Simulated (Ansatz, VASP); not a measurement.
# Ag2O in VASP and in Ansatz

The input INCAR:

```
PREC = Accurate ; ENCUT = 520
EDIFF = 1E-7 ; ISMEAR = -1
SIGMA = 0.05 ; LREAL = False
LASPH = True ; NELM = 60
ALGO = Normal ; ISIF = 2
LWAVE = False ; LCHARG = False
GGA = PS ; NBANDS = 37
KPAR = 2
```

KPOINTS

```
regular mesh
0
Gamma
  6 6 6
```

Contents of POSCAR:

```
Ag2O
1.0
    4.7492459437      0.0000000000      0.0000000000
    0.0000000000      4.7492459437      0.0000000000
    0.0000000000      0.0000000000      4.7492459437
Ag O
4 2
Direct
    0.7500000000      0.2500000000      0.7500000000
    0.7500000000      0.7500000000      0.2500000000
    0.2500000000      0.7500000000      0.7500000000
    0.2500000000      0.2500000000      0.2500000000
    0.5000000000      0.5000000000      0.5000000000
    0.0000000000      0.0000000000      0.0000000000
```

The input input.yaml:

```yaml
crystal:
  lattice:
    - [4.7492459437, 0.0, 0.0]
    - [0.0, 4.7492459437, 0.0]
    - [0.0, 0.0, 4.7492459437]
  atoms:
    - { symbol: Ag, position: [0.75, 0.25, 0.75] }
    - { symbol: Ag, position: [0.75, 0.75, 0.25] }
    - { symbol: Ag, position: [0.25, 0.75, 0.75] }
    - { symbol: Ag, position: [0.25, 0.25, 0.25] }
    - { symbol: O, position: [0.5, 0.5, 0.5] }
    - { symbol: O, position: [0.0, 0.0, 0.0] }
hamiltonian:
  xc: pbesol
  pseudopotentials: { kind: paw }
kpoints:
  mp_grid: { grid: [6, 6, 6] }
scf:
  occupations: { method: fermi_dirac, width: 0.05 }
output:
  forces: true
  stress: true
  eigenvalues: true
```

Change from the starting cell: volume scaled by 1.02.

Alike in both runs: task single point; functional PBEsol; k mesh 6 × 6 × 6; occupations fermi-dirac, width 0.05 eV; no spin polarisation.

|  | VASP | Ansatz |
| --- | --- | --- |
| version | VASP 6.6.1 | Ansatz 0.2.0 |
| potentials or method | VASP PAW PBE potentials, release 64 (Ag, O) | Ansatz PAW |
| plane-wave cutoff (eV) | 520 | 420 |
| valence electrons in the cell | 56 | 88 |

```csv
,VASP,Ansatz,Ansatz less VASP
gap on the k mesh at the Fermi level (eV),none,none,-
pressure (GPa),-2.4,-2.2,+0.16
```

A gap of «none» marks a metal or a gap that the smearing closes. The two sets of potentials don't hold the same shells in valence.

Caveats: the PAW data sets were made with another functional, which shifts forces and pressure a little (VASP); the PAW data sets come from PBE, with cores solved anew for the run's functional, which leaves a small shift of forces and pressure (Ansatz).
